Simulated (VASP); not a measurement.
Here is the system:

```
InN
1.0
    1.79302    -3.10560     0.00000
    1.79302     3.10560     0.00000
    0.00000     0.00000     5.78340
In N
2 2
Direct
  0.66667   0.33333   0.49985
  0.33333   0.66667   0.01714
  0.66667   0.33333   0.87915
  0.33333   0.66667   0.37915
```

Level of theory: PBE GGA, VASP's PBE PAW potentials (set 64) (plane waves; VASP 6.6.1). Settings: 600 eV cut-off, 10×10×6 Γ-centred mesh, first-order Methfessel-Paxton smearing of 0.10 eV, potentials In_d N.

Task: Give the force on each atom (eV/Å).

Result: 
```csv
atom,Fx,Fy,Fz
In1,0.000,0.000,0.594
In2,0.000,0.000,-1.639
N3,0.000,0.000,0.300
N4,0.000,0.000,0.745
```

Task: Give the stress tensor in GPa (positive for a compressed cell).

Result: 
```
-1.26   0.00   0.00
 0.00  -1.26   0.00
 0.00   0.00   3.38
```
The pressure is its mean diagonal, 0.29 GPa.

The compound is InN in the wurtzite structure. This cell was strained or had an atom moved on purpose.
